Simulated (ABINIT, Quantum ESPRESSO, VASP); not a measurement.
**TePt: programs and potentials compared**

```
CELL_PARAMETERS angstrom
3.95488 0.00000 0.00000
-1.97744 3.42502 0.00000
0.00000 0.00000 3.85976
ATOMIC_POSITIONS crystal
Pt 0.00000 0.00000 0.00000
Te 0.66667 0.33333 0.50000
```

Measurements of this composition are mostly on another form, of space group No. 166.

Alike in all runs: task single point; functional PBE; k mesh 8 × 8 × 7; occupations fermi-dirac, width 0.05 eV; no spin polarisation; no spin-orbit coupling. Pressure is positive in compression and, in plane waves, holds the error of the finite cutoff.

| program and potentials | plane-wave cutoff (eV) | notes | pressure (GPa) |
| --- | --- | --- | --- |
| ABINIT, JTH PAW PBE v2.0 | 435 | 8 valence electrons an atom on average | -11.14 |
| Quantum ESPRESSO, SSSP 1.3 efficiency PBE | 748 | 11 valence electrons an atom on average | -11.31 |
| VASP, PBE PAW files Pt, Te, 520 eV | 520 | 8 valence electrons an atom on average | -11.74 |

The pressure spans -11.74 (VASP, PBE PAW files Pt, Te, 520 eV) to -11.14 GPa (ABINIT, JTH PAW PBE v2.0). The cell lies far from this level's equilibrium.

Differences between rows come from potentials, basis sets and numerical settings, since the functional is the same but for its coding. Runs on potential files found faulty are left out.
